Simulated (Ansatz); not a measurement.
**PtSe2 monolayer (1T) under uniaxial strain along the armchair direction, normal to a, with the width clamped**

Aim: how do the optical modes of PtSe2 monolayer (1T) shift and split under this strain?

Program: Ansatz 0.2.0. Level of theory: DFT PBE, scalar-relativistic, plane waves, PAW; PAW set soft_1. Results are calculated unless marked as measured.

### Step 1. Starting point

The cell holds 3 atoms: 1 Pt and 2 Se. Its edges and angles: a = 3.650 Å, b = 3.650 Å, c = 29.927 Å, α = 90.0°, β = 90.0°, γ = 120.0°. Vacuum lies along c. The height across the vacuum is the one that the program set for its solve, not the one typed.

### Step 2. A rough relaxation first

The start is far from rest, so a relaxation with loose tolerances brings it close first. The program lengthens the typed cell of 20.0 Å along the normal to 29.9 Å, as its cut-off of the electrostatics needs, and moves no atom.

input.yaml

```yaml
crystal:
  lattice:
    - [3.65, 0.0, 0.0]
    - [-1.825, 3.16099, 0.0]
    - [0.0, 0.0, 20.0]
  atoms:
    - { symbol: Pt, position: [0.0, 0.0, 0.5] }
    - { symbol: Se, position: [0.333333, 0.666667, 0.57659] }
    - { symbol: Se, position: [0.666667, 0.333333, 0.42341] }
  periodic: [true, true, false]
kpoints:
  mp_grid: { grid: [6, 6, 1] }
hamiltonian:
  xc: pbe
  pseudopotentials: { kind: paw, azcp: { folder: soft_1 } }
scf:
  occupations: { method: gaussian, width: 0.1 }
output:
  forces: true
  stress: true
  eigenvalues: true
relax:
  adjacent_minimum: "off"
  f_tol: 0.05
  max_steps: 80
  cell: { stress_2d_tol: 0.02 }
```

On the command line:

```bash
$ ansatz run input.yaml --threads 4 --pin off --max-ram 16384MiB --backend cpu --events-out ev --progress --plain --runs-dir out
```

Numbers of over 12 decimals in the logs are rounded to 6 here.

Log:

```text
[...]
F+E_penalty+E_count = -23464.07068039 eV   max|allowed force component| = 2.202e-4 eV/Å   (the final SCF, on the basis selected at the relaxed cell)
  cell:  # Å, volume = 364.5280 Å³
    - [3.750309, 0.0, 0]
    - [-1.875155, 3.247863, 0]
    - [0, 0, 29.927200]
  atoms:
    - { symbol: Pt, position: [0, 0, 0.334144] }
    - { symbol: Se, position: [0.333333, 0.666667, 0.377774] }
    - { symbol: Se, position: [0.666667, 0.333333, 0.290514] }
[key lines of the parts left out:]
SCF converged after 9 iterations
Free energy (F): -23464.070680 eV
Fermi energy:    -4.910321 eV
P = ½ c Tr σ = 0.0028 N/m
```

Elapsed: 7.7 s, on 4 threads of Arm Neoverse V2, shared host; peak memory 0.69 GiB; 28 s of CPU time.

Relaxation path:

```csv
step,energy less that of the first step (eV),largest force component (eV/Å),volume (Å³)
1,0.0000,1.6676,345.29
2,-0.2981,0.2810,346.18
3,-0.3477,0.0559,360.28
4,-0.3502,0.0097,364.50
5,-0.3502,0.0004,364.53
6*,-0.3510,0.0002,364.53
```

Relaxation steps marked * repeat the geometry before them on a plane-wave basis chosen anew for their cell, so energy and pressure can jump there.

Forces are held to the 12 operations that the run works with; a distortion that breaks them can't arise in this run.

```csv
cell as run,before,after,change
a (Å),3.650,3.750,+2.7 %
b (Å),3.650,3.750,+2.7 %
```

The atoms that moved most (Å, along periodic axes as changes of fractional coordinates times the final cell, across vacuum about the mean position):

```csv
atom,dx,dy,dz,length
Se2,0.000,0.000,-0.226,0.226
Se3,0.000,0.000,0.226,0.226
```

The relaxed structure:

```xyz
3
Lattice="3.7503 0.0000 0.0000 -1.8752 3.2479 0.0000 0.0000 0.0000 29.9272" Properties=species:S:1:pos:R:3
Pt    0.0000    0.0000   10.0000
Se    0.0000    2.1652   11.3057
Se    1.8752    1.0826    8.6943
```

A gap read on the k-mesh alone can miss the band edges.

Numbers from this step:

```
gap on the k-mesh : 1.670 eV
area per atom     : 4.06 Å²
```

The relaxation ends with a largest force component of 2.2e-4 eV/Å.

### Step 3. Bringing the structure to rest

Harmonic phonons are second derivatives at a point where the forces vanish, and they are wanted at zero stress, so atoms and cell are relaxed first.

input.yaml

```yaml
crystal:
  lattice:
    - [3.7503094601, 0.0, 0.0]
    - [-1.87515473, 3.2478632645, 0.0]
    - [0.0, 0.0, 29.9272]
  atoms:
    - { symbol: Pt, position: [0.0, 0.0, 0.3341441899] }
    - { symbol: Se, position: [0.3333333333, 0.6666666667, 0.3777740492] }
    - { symbol: Se, position: [0.6666666667, 0.3333333333, 0.2905143306] }
  periodic: [true, true, false]
kpoints:
  mp_grid: { grid: [9, 9, 1] }
hamiltonian:
  xc: pbe
  pseudopotentials: { kind: paw, azcp: { folder: soft_1 } }
scf:
  occupations: { method: gaussian, width: 0.02 }
output:
  forces: true
  stress: true
  eigenvalues: true
  write_density: true
  write_potential: true
  elf: true
  volumetric_format: npy
relax:
  adjacent_minimum: "off"
  f_tol: 0.005
  max_steps: 80
  cell: { stress_2d_tol: 0.02 }
```

Log:

```text
[...]
Crystal: 3 atoms, lattice volume = 364.528 Å³
Basis set: ecut = 420 eV, 7157 PW (Γ), exchange–correlation on 54×54×432 points (8 copies of the dense FFT grid, shifted against one another)
Bands: 30, of which v1, the nominal top of the filled ones, is band 25 counted from 1 (24 counted from 0)
Symmetry: 12 space group operations
[...]
k-points: 12 of 81
[...]
SCF iter   1: F=—  HF=-23464.888152 eV  |F-HF|=—  |Δ(HF+E_count)|=         —  Δρ=3.36e-2  dr2=4.56e0  ethr=3.10e-3  ⟨swp⟩=13.5  Hψ=2225  notcnv=0
[...]
SCF iter   9: F=-23464.071110 eV  HF=-23464.071110 eV  |F-HF|=1.02e-8  |Δ(HF+E_count)|=   7.26e-8  Δρ=2.08e-6  dr2=1.95e-8  ethr=2.00e-10  ⟨swp⟩=24.8  Hψ=3392  notcnv=0
SCF 1 converged in 9 iterations: F = -23464.071110 eV  dr2 = 1.95e-8
[...]
relax step   1: F+E_penalty+E_count = -23464.07110993 eV  Δ(F+E_penalty+E_count) = +0.000e0 eV  max|allowed force component| = 1.223e-2 eV/Å  Δτ_max = 0.0000 Å  P = -0.018 N/m  Ω = 364.528 Å³  fix = [c, alpha, beta]  reactions: c -0.000 N/m  (9 SCF iters, dr2 threshold 1.00e-7 eV, accepted)
Crystal: 3 atoms, lattice volume = 364.083 Å³
Basis set: ecut = 420 eV, 7133 PW (Γ), exchange–correlation on 54×54×432 points (8 copies of the dense FFT grid, shifted against one another)
[...]
SCF iter   6: F=-23464.071141 eV  HF=-23464.071141 eV  |F-HF|=9.68e-10  |Δ(HF+E_count)|=   1.03e-8  Δρ=4.38e-7  dr2=1.36e-9  ethr=1.87e-11  ⟨swp⟩=15.9  Hψ=3036  notcnv=0
SCF 2 converged in 6 iterations: F = -23464.071141 eV  dr2 = 1.36e-9
relax step   2: F+E_penalty+E_count = -23464.07114059 eV  Δ(F+E_penalty+E_count) = -3.067e-5 eV  max|allowed force component| = 1.637e-2 eV/Å  Δτ_max = 0.0038 Å  P = -0.040 N/m  Ω = 364.083 Å³  energy of the carried Pulay correction = +1.950e-5 eV  fix = [c, alpha, beta]  reactions: c -0.000 N/m  (6 SCF iters, dr2 threshold 9.35e-9 eV, accepted)
Crystal: 3 atoms, lattice volume = 364.182 Å³
[...]
SCF iter   5: F=-23464.071160 eV  HF=-23464.071160 eV  |F-HF|=2.06e-9  |Δ(HF+E_count)|=   1.26e-8  Δρ=1.19e-6  dr2=8.51e-9  ethr=3.35e-11  ⟨swp⟩=13.9  Hψ=3263  notcnv=0
SCF 3 converged in 5 iterations: F = -23464.071160 eV  dr2 = 8.51e-9
relax step   3: F+E_penalty+E_count = -23464.07115962 eV  Δ(F+E_penalty+E_count) = -1.903e-5 eV  max|allowed force component| = 1.405e-3 eV/Å  Δτ_max = 0.0016 Å  P = -0.012 N/m  Ω = 364.182 Å³  energy of the carried Pulay correction = +1.519e-5 eV  fix = [c, alpha, beta]  reactions: c -0.000 N/m  (5 SCF iters, dr2 threshold 1.67e-8 eV, accepted)
[...]
SCF iter   1: F=—  HF=-23464.071056 eV  |F-HF|=—  |Δ(HF+E_count)|=         —  Δρ=1.69e-6  dr2=9.98e-9  ethr=4.73e-7  ⟨swp⟩=6.2  Hψ=3755  notcnv=0
eigensolver tolerance schedule: the retry pair's looser diagonalisation over-reported the residual by 23710.38 of it (diagonalisation noise at an unbounded share of the residual, at the tolerance the schedule requests for it); recorded, not acted on — ethr = c·dr2/N_el stays at c = 1.0e-1
[...]
SCF iter   2: F=—  HF=-23464.071143 eV  |F-HF|=—  |Δ(HF+E_count)|=   8.66e-5  Δρ=1.08e-6  dr2=4.58e-9  ethr=2.00e-11  ⟨swp⟩=5.9  Hψ=1380  notcnv=0
[...]
SCF iter   6: F=-23464.071143 eV  HF=-23464.071143 eV  |F-HF|=7.28e-12  |Δ(HF+E_count)|=  1.46e-10  Δρ=3.31e-8  dr2=2.64e-12  ethr=1.00e-12  ⟨swp⟩=11.1  Hψ=2153  notcnv=0
SCF 4 converged in 6 iterations: F = -23464.071143 eV  dr2 = 2.64e-12
relax step   4: F+E_penalty+E_count = -23464.07114285 eV  Δ(F+E_penalty+E_count) = +1.677e-5 eV  max|allowed force component| = 1.415e-3 eV/Å  Δτ_max = 0.0000 Å  P = -0.012 N/m  Ω = 364.182 Å³  fix = [c, alpha, beta]  reactions: c -0.000 N/m  stress off target by 1.17e-2 N/m on what of the cell is left free  SCF on the basis re-selected at this cell (its energy is not comparable with the rows above)  (6 SCF iters)
basis re-selected at this cell: Δ(F+E_penalty+E_count) = +1.677e-5 eV, ΔP = +0.000 N/m vs the last step (what re-selecting the basis moved, of the pressure what is left beyond the Pulay correction that the steps carried, after the strain that the cell walked since its last selection, with what the two solves' SCF thresholds leave and, on support functions, any second-order correction that the steps lacked; it is no m [...]
SCF converged after 6 iterations
Free energy (F): -23464.071143 eV
[...]
Internal energy: -23464.071143 eV  (E = F + TS)
E sigma→0 (E₀):  -23464.071143 eV
Fermi energy:    -5.036555 eV
[...]
--- Forces (eV/Å), atoms counted from 1 ---
  atom   1  Pt     0.00000000     0.00000000     0.00000000
  atom   2  Se    -0.00000000     0.00000000    -0.00141479
  atom   3  Se     0.00000000    -0.00000000     0.00141479
  max |Σ_I F_I| component: 2.31e-18 eV/Å
--- 2D stress c σ (N/m, compression-positive) ---
       -0.011662       0.000000       0.000000
        0.000000      -0.011662      -0.000000
        0.000000      -0.000000      -0.000000
  P = ½ c Tr σ = -0.0117 N/m
--- Band table (eV; the first three rows and the last of 12) ---
  k-point 0: bands = [... 21 lower, -6.9136, -6.2761, -5.7313, -5.7313, -2.7773, -2.7773, -1.2079 (-1.2080°), -0.4557, ... 1 higher]
  k-point 1: bands = [... 21 lower, -7.3259, -6.0624, -5.7950, -5.7379, -3.5351, -2.9544, -0.7714 (-0.7716°), -0.2488, ... 1 higher]
  k-point 2: bands = [... 21 lower, -7.8215, -6.1100, -5.9635, -5.8512, -4.3415, -3.1595, -0.0615 (-0.0619°), 0.0817, ... 1 higher]
  k-point 11: bands = [... 21 lower, -8.1801, -7.8851, -6.6643, -6.6643, -3.9127, -3.9127, 0.3722, 2.4483, ... 1 higher]
  ° read free of the cell's end (the report's vacuum.weakly_bound_levels)
--- Relaxed structure (3 steps of the walk, 3 accepted, 1 SCFs on fresh bases) ---
[...]
cell:  # Å, volume = 364.1816 Å³
    - [3.748527, -2.8853841558239354e-11, 0]
    - [-1.874264, 3.246320, 0]
    - [0, 0, 29.9272]
  atoms:
    - { symbol: Pt, position: [0, 0, 0.334144] }
    - { symbol: Se, position: [0.333333, 0.666667, 0.377848] }
    - { symbol: Se, position: [0.666667, 0.333333, 0.290441] }
```

Wall time 9.1 s (4 threads); peak memory 0.76 GiB; 33 s of CPU time.

Little changed from the start: no atom moved by 0.005 Å and no cell edge by 0.1 %.

This step gave:

```
gap on the k-mesh : 1.390 eV
area per atom     : 4.056 Å²
```

ELF in the ac plane at fractional y = 0.000, with atoms of Pt within 0.2 Å of it. It is the smooth field of the valence electrons, not physical close to the nuclei.

Ten even steps from '0' (0.00) to '9' (0.66), each cell a mean:
```
00000000000000
00000000000000
00000000000000
00000000000000
00000000000000
00000000000000
00000000000000
00000000000000
00000000000000
00000000000000
00000000000000
00000000000000
00000000000000
00001345421000
22236899985322
87655555554568
76555666665567
11135899975211
00001233210000
00000000000000
00000000000000
00000000000000
00000000000000
00000000000000
```
Columns run along a (3.7 Å), rows up along c (29.9 Å). Atoms in or near the plane, at fractional coordinates: Pt at (0.00, 0.33).

Valence density in the ac plane at fractional y = 0.000, with atoms of Pt within 0.2 Å of it. It is the smooth field of the valence electrons, not physical close to the nuclei.

Values in units of 1e0 e/Å³, 24 rows by 14 columns, each cell a mean:
```
0.0 0.0 0.0 0.0 0.0 0.0 0.0 0.0 0.0 0.0 0.0 0.0 0.0 0.0
0.0 0.0 0.0 0.0 0.0 0.0 0.0 0.0 0.0 0.0 0.0 0.0 0.0 0.0
0.0 0.0 0.0 0.0 0.0 0.0 0.0 0.0 0.0 0.0 0.0 0.0 0.0 0.0
0.0 0.0 0.0 0.0 0.0 0.0 0.0 0.0 0.0 0.0 0.0 0.0 0.0 0.0
0.0 0.0 0.0 0.0 0.0 0.0 0.0 0.0 0.0 0.0 0.0 0.0 0.0 0.0
0.0 0.0 0.0 0.0 0.0 0.0 0.0 0.0 0.0 0.0 0.0 0.0 0.0 0.0
0.0 0.0 0.0 0.0 0.0 0.0 0.0 0.0 0.0 0.0 0.0 0.0 0.0 0.0
0.0 0.0 0.0 0.0 0.0 0.0 0.0 0.0 0.0 0.0 0.0 0.0 0.0 0.0
0.0 0.0 0.0 0.0 0.0 0.0 0.0 0.0 0.0 0.0 0.0 0.0 0.0 0.0
0.0 0.0 0.0 0.0 0.0 0.0 0.0 0.0 0.0 0.0 0.0 0.0 0.0 0.0
0.0 0.0 0.0 0.0 0.0 0.0 0.0 0.0 0.0 0.0 0.0 0.0 0.0 0.0
0.0 0.0 0.0 0.0 0.0 0.0 0.0 0.0 0.0 0.0 0.0 0.0 0.0 0.0
0.0 0.0 0.0 0.0 0.0 0.0 0.0 0.0 0.0 0.0 0.0 0.0 0.0 0.0
0.0 0.0 0.0 0.0 0.0 0.0 0.0 0.0 0.0 0.0 0.0 0.0 0.0 0.0
0.1 0.1 0.1 0.1 0.2 0.2 0.2 0.3 0.2 0.2 0.1 0.1 0.1 0.1
6.5 5.3 3.1 1.0 0.5 0.3 0.2 0.2 0.3 0.3 0.5 1.5 3.6 5.7
4.3 3.4 1.9 0.7 0.4 0.3 0.3 0.3 0.3 0.3 0.4 1.0 2.3 3.7
0.1 0.1 0.1 0.1 0.1 0.1 0.2 0.2 0.2 0.1 0.1 0.1 0.1 0.1
0.0 0.0 0.0 0.0 0.0 0.0 0.0 0.0 0.0 0.0 0.0 0.0 0.0 0.0
0.0 0.0 0.0 0.0 0.0 0.0 0.0 0.0 0.0 0.0 0.0 0.0 0.0 0.0
0.0 0.0 0.0 0.0 0.0 0.0 0.0 0.0 0.0 0.0 0.0 0.0 0.0 0.0
0.0 0.0 0.0 0.0 0.0 0.0 0.0 0.0 0.0 0.0 0.0 0.0 0.0 0.0
0.0 0.0 0.0 0.0 0.0 0.0 0.0 0.0 0.0 0.0 0.0 0.0 0.0 0.0
0.0 0.0 0.0 0.0 0.0 0.0 0.0 0.0 0.0 0.0 0.0 0.0 0.0 0.0
```
Columns run along a (3.7 Å), rows up along c (29.9 Å). Atoms in or near the plane, at fractional coordinates: Pt at (0.00, 0.33).

Electrostatic potential energy in the ac plane at fractional y = 0.000, with atoms of Pt within 0.2 Å of it. With pseudopotentials it is smooth inside the atoms' cores, unlike the true potential.

Ten even steps from '0' (-15 eV) to '9' (0 eV), each cell a mean:
```
99999999999999
99999999999999
99999999999999
99999999999999
99999999999999
99999999999999
99999999999999
99999999999999
99999999999999
99999999999999
99999999999999
99999999999999
99999999999999
99999999999999
88887765678888
00014666663100
11235665664211
99988766778999
99999999999999
99999999999999
99999999999999
99999999999999
99999999999999
99999999999999
```
Columns run along a (3.7 Å; values clipped at the 3rd and 97th percentile), rows up along c (29.9 Å). Atoms in or near the plane, at fractional coordinates: Pt at (0.00, 0.33).

### Step 4. Tight relaxation

Phonons need small forces and stress, so the relaxation is finished with tight tolerances on 9×9×1 k points.

input.yaml, the sections that differ from step 3:

```yaml
crystal:
  lattice:
    - [3.7485271296, 0.0, 0.0]
    - [-1.8742635648, 3.246319721, 0.0]
    - [0.0, 0.0, 29.9272]
  atoms:
    - { symbol: Pt, position: [0.0, 0.0, 0.3341441899] }
    - { symbol: Se, position: [0.3333333333, 0.6666666667, 0.3778475373] }
    - { symbol: Se, position: [0.6666666667, 0.3333333333, 0.2904408425] }
  periodic: [true, true, false]
scf:
  occupations: { method: fixed }
relax:
  adjacent_minimum: "off"
  f_tol: 0.001
  max_steps: 60
  cell: { stress_2d_tol: 0.002 }
# kpoints, hamiltonian, output: as in step 3
```

Log:

```text
[...]
Crystal: 3 atoms, lattice volume = 364.182 Å³
Basis set: ecut = 420 eV, 7157 PW (Γ), exchange–correlation on 54×54×432 points (8 copies of the dense FFT grid, shifted against one another)
Bands: 30, of which v1, the nominal top of the filled ones, is band 25 counted from 1 (24 counted from 0)
Symmetry: 12 space group operations
[...]
k-points: 12 of 81
[...]
° read free of the cell's end (the report's vacuum.weakly_bound_levels)
--- Relaxed structure (3 steps of the walk, 3 accepted, 1 SCFs on fresh bases) ---
[...]
cell:  # Å, volume = 364.1094 Å³
    - [3.748155, 0.0, 0]
    - [-1.874078, 3.245998, 0]
    - [0, 0, 29.9272]
  atoms:
    - { symbol: Pt, position: [0, 0, 0.334144] }
    - { symbol: Se, position: [0.333333, 0.666667, 0.377851] }
    - { symbol: Se, position: [0.666667, 0.333333, 0.290437] }
[key lines of the parts left out:]
SCF converged after 10 iterations
Free energy (F): -23464.071143 eV
Fermi energy:    -5.730686 eV
P = ½ c Tr σ = 0.0005 N/m
```

Wall time 11 s (4 threads); peak memory 0.76 GiB; 41 s of CPU time.

Little changed from the start: no atom moved by 0.005 Å and no cell edge by 0.1 %.

Electrostatic potential energy in the ac plane at fractional y = 0.000, with atoms of Pt within 0.2 Å of it. With pseudopotentials it is smooth inside the atoms' cores, unlike the true potential.

Values in eV, 24 rows by 14 columns, each cell a mean:
```
  0   0   0   0   0   0   0   0   0   0   0   0   0   0
  0   0   0   0   0   0   0   0   0   0   0   0   0   0
  0   0   0   0   0   0   0   0   0   0   0   0   0   0
  0   0   0   0   0   0   0   0   0   0   0   0   0   0
  0   0   0   0   0   0   0   0   0   0   0   0   0   0
  0   0   0   0   0   0   0   0   0   0   0   0   0   0
  0   0   0   0   0   0   0   0   0   0   0   0   0   0
  0   0   0   0   0   0   0   0   0   0   0   0   0   0
  0   0   0   0   0   0   0   0   0   0   0   0   0   0
  0   0   0   0   0   0   0   0   0   0   0   0   0   0
  0   0   0   0   0   0   0   0   0   0   0   0   0   0
  0   0   0   0   0   0   0   0   0   0   0   0   0   0
  0   0   0   0   0   0   0   0   0   0   0   0   0   0
  0   0   0   0   0   0  -1  -1  -1   0   0   0   0   0
 -2  -2  -2  -2  -3  -5  -6  -7  -6  -4  -3  -2  -2  -2
-15 -15 -14 -12  -8  -5  -5  -5  -5  -6 -10 -13 -15 -15
-14 -13 -12 -10  -7  -6  -6  -6  -6  -6  -8 -11 -12 -13
 -1  -1  -1  -2  -2  -3  -5  -5  -4  -3  -2  -1  -1  -1
  0   0   0   0   0   0   0   0   0   0   0   0   0   0
  0   0   0   0   0   0   0   0   0   0   0   0   0   0
  0   0   0   0   0   0   0   0   0   0   0   0   0   0
  0   0   0   0   0   0   0   0   0   0   0   0   0   0
  0   0   0   0   0   0   0   0   0   0   0   0   0   0
  0   0   0   0   0   0   0   0   0   0   0   0   0   0
```
Columns run along a (3.7 Å; values clipped at the 3rd and 97th percentile), rows up along c (29.9 Å). Atoms in or near the plane, at fractional coordinates: Pt at (0.00, 0.33).

Valence density in the ac plane at fractional y = 0.000, with atoms of Pt within 0.2 Å of it. It is the smooth field of the valence electrons, not physical close to the nuclei.

Ten steps, logarithmic in the rise over the least value, from '_' (0.00 × 1e0 e/Å³) to '@' (6.53 × 1e0 e/Å³), each cell a mean:
```
____________________________
____________________________
____________________________
____________________________
____________________________
____________________________
____________________________
____________________________
____________________________
____________________________
____________________________
____________________________
____________________________
____________________________
::::::::::--------::::::::::
@@@@%%**==----------==**%%@@
@@%%##++==----------==**##%%
........::::::::::::::......
____________________________
____________________________
____________________________
____________________________
____________________________
____________________________
```
Columns run along a (3.7 Å), rows up along c (29.9 Å). Atoms in or near the plane, at fractional coordinates: Pt at (0.00, 0.33).

ELF in the ac plane at fractional y = 0.000, with atoms of Pt within 0.2 Å of it. It is the smooth field of the valence electrons, not physical close to the nuclei.

Ten even steps from '_' (0.00) to '@' (0.66), each cell a mean:
```
____________________________
____________________________
____________________________
____________________________
____________________________
____________________________
____________________________
____________________________
____________________________
____________________________
____________________________
____________________________
____________________________
________..--==++==::..______
::::::--**%%@@@@@@%%++--::::
%%##**++++++++++++++==++**%%
##**++++++**********++++**##
......--++%%@@@@@@##++::....
________..::----::..________
____________________________
____________________________
____________________________
____________________________
____________________________
```
Columns run along a (3.7 Å), rows up along c (29.9 Å). Atoms in or near the plane, at fractional coordinates: Pt at (0.00, 0.33).

The largest force component left is 0.30 meV/Å, within the tolerances set.

[end of part 1 of 2]

[Logs are printed without paths, hosts, clocks, repeated set-up lines and the standing remarks that a program may print on its own settings, such as how far it seeks lower states.]

[Hosts, paths, dates, database ids (printed as entryN), source tags and the programs' standing remarks are cut or masked in the printed files.]
